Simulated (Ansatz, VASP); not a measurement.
One calculation of ZnSe (Stilleite), two programs

INCAR

```
SYSTEM = ZnSe
ALGO = Normal ; EDIFF = 1E-7
ENCUT = 520 ; GGA = PS
ISIF = 2 ; ISMEAR = -1
LASPH = .True. ; LCHARG = .False.
LREAL = .False. ; LWAVE = .False.
NBANDS = 16 ; NELM = 80
PREC = Accurate ; SIGMA = 0.05
```

File KPOINTS:

```
k-points
0
Gamma
  7 7 7
  0 0 0
```

File POSCAR:

```
ZnSe
1.0
    0.0000000000      2.8338000000      2.8338000000
    2.8338000000      0.0000000000      2.8338000000
    2.8338000000      2.8338000000      0.0000000000
Se Zn
1 1
Direct
    0.7500000000      0.7500000000      0.7500000000
    0.0000000000      0.0000000000      0.0000000000
```

input.yaml

```yaml
crystal:
  lattice:
    - [0.0, 2.8338, 2.8338]
    - [2.8338, 0.0, 2.8338]
    - [2.8338, 2.8338, 0.0]
  atoms:
    - { symbol: Se, position: [0.75, 0.75, 0.75] }
    - { symbol: Zn, position: [0.0, 0.0, 0.0] }
hamiltonian:
  xc: pbesol
  pseudopotentials: { kind: paw }
kpoints:
  mp_grid: { grid: [7, 7, 7] }
  band_path:
    path:
      - [[0.0, 0.0, 0.0], [0.5, 0.0, 0.5], [0.5, 0.25, 0.75], [0.375, 0.375, 0.75], [0.0, 0.0, 0.0], [0.5, 0.5, 0.5], [0.625, 0.25, 0.625], [0.5, 0.25, 0.75], [0.5, 0.5, 0.5], [0.375, 0.375, 0.75]]
      - [[0.625, 0.25, 0.625], [0.5, 0.0, 0.5]]
    npoints: 14
scf:
  occupations: { method: fermi_dirac, width: 0.05 }
  n_extra_bands: 6
output:
  forces: true
  stress: true
  eigenvalues: true
  fatbands: false
```

Alike in both runs: functional PBEsol; k mesh 7 × 7 × 7; occupations fermi-dirac, width 0.05 eV; no spin polarisation.

```csv
,VASP,Ansatz
version,VASP 6.6.1,Ansatz 0.2.0
potentials or method,"VASP PAW PBE potentials, release 64 (Se, Zn)",Ansatz PAW
plane-wave cutoff (eV),520,420
valence electrons in the cell,18,28
task,single point,band structure
```

|  | VASP | Ansatz | Ansatz less VASP |
| --- | --- | --- | --- |
| gap on the k mesh at the Fermi level (eV) | 1.17 | 1.17 | -0.003 |
| least direct gap on the mesh (eV) | 1.17 | 1.17 | -0.003 |
| pressure (GPa) | -0.9 | -1.1 | -0.26 |

The two sets of potentials don't hold the same shells in valence.

Caveats: the PAW data sets were made with another functional, which shifts forces and pressure a little (VASP); the PAW data sets come from PBE, with cores solved anew for the run's functional, which leaves a small shift of forces and pressure (Ansatz). A hybrid or GW would open this gap; PBEsol tends to underestimate it.
